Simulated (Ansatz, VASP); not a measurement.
# In2As in VASP and in Ansatz

File INCAR:

```
PREC = Accurate
ENCUT = 520
EDIFF = 1E-6
ISMEAR = 0
SIGMA = 0.1
LREAL = F
LASPH = T
NELM = 80
ALGO = Normal
ISIF = 2
LWAVE = F
LCHARG = F
GGA = PE
NBANDS = 40
```

The input KPOINTS:

```
regular mesh
0
Gamma
  4 4 4
```

POSCAR

```
In2As
1.0
    5.2936647500      0.0000000000      0.0000000000
    0.0000000000      5.2936647500      0.0000000000
    0.0000000000      0.0000000000      5.2936647500
In As
4 2
Direct
    0.2500000000      0.2500000000      0.2500000000
    0.2500000000      0.7500000000      0.7500000000
    0.7500000000      0.7500000000      0.2500000000
    0.7500000000      0.2500000000      0.7500000000
    0.0000000000      0.0000000000      0.0000000000
    0.5000000000      0.5000000000      0.5000000000
```

Input for Ansatz:

```yaml
crystal:
  lattice:
    - [5.29366475, 0.0, 0.0]
    - [0.0, 5.29366475, 0.0]
    - [0.0, 0.0, 5.29366475]
  atoms:
    - { symbol: In, position: [0.25, 0.25, 0.25] }
    - { symbol: In, position: [0.25, 0.75, 0.75] }
    - { symbol: In, position: [0.75, 0.75, 0.25] }
    - { symbol: In, position: [0.75, 0.25, 0.75] }
    - { symbol: As, position: [0.0, 0.0, 0.0] }
    - { symbol: As, position: [0.5, 0.5, 0.5] }
basis:
  ecutwfc: 420
kpoints:
  mp_grid: { grid: [4, 4, 4] }
hamiltonian:
  xc: pbe
scf:
  occupations: { method: gaussian, width: 0.1 }
  lower_state_search: "off"
output:
  forces: true
  stress: true
  eigenvalues: true
```

Change from the starting cell: species swapped into the Au2S type (Pn-3m, No. 224).

Alike in both runs: task single point; functional PBE; k mesh 4 × 4 × 4; occupations gaussian, width 0.1 eV; no spin polarisation.

|  | VASP | Ansatz |
| --- | --- | --- |
| version | VASP 6.6.1 | Ansatz 0.2.0 |
| potentials or method | VASP PAW PBE potentials, release 64 (In_d, As) | scalar-relativistic, plane waves, PAW |
| plane-wave cutoff (eV) | 520 | 420 |
| valence electrons in the cell | 62 | 82 |

Ansatz gave:

```
gap on the k mesh at the Fermi level (eV) : none
pressure (GPa)                            : 27.4
```

**Question.** Which values does VASP return?

**Answer.** gap on the k mesh at the Fermi level (eV): none; pressure (GPa): 27.3.

A gap of «none» marks a metal or a gap that the smearing closes. The functional is the same, so the differences come from potentials, cutoffs and numerics. The two sets of potentials don't hold the same shells in valence.

Caveats: so large a pressure means that the cell lies far from this level's equilibrium, or that cutoff or potentials fall short (VASP).
